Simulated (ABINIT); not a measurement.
Crystal: PtS2.

```
Pt S
1.0
     3.54320    0.00000    0.00000
    -1.77160    3.06850    0.00000
     0.00000    0.00000    5.03880
Pt S
1 2
Direct
  0.00000 0.00000 0.00000
  0.66667 0.33333 0.77300
  0.33333 0.66667 0.22700
```

Base run:

| Property | Result |
| --- | --- |
| Program | ABINIT 10.8.3 (patched build) |
| Functional | PBE |
| Potentials or basis | JTH PAW PBE v2.0 |
| Cutoff | 544 eV |
| k mesh | 9 × 9 × 5 |
| Occupations | fermi-dirac, width 0.05 eV |
| Spin | no spin polarisation |

Its results: band gap on the k mesh 0.98 eV, indirect (least direct gap 1.03 eV); pressure 12.3 GPa; largest force 1.367 eV/Å.

Task: The run is repeated on the same cell with these changes: k mesh from 9 × 9 × 5 to 4 × 4 × 2. What comes out?

Result: Band gap on the k mesh 1.12 eV, indirect (least direct gap 1.73 eV); pressure 12.2 GPa; largest force 1.459 eV/Å.

Caveats: some runs use coarse meshes; spin-orbit coupling is left out, which moves the levels of the heavy elements; forces of over 1 eV/Å show positions far from the minimum, so gaps and moduli don't describe the material at rest.
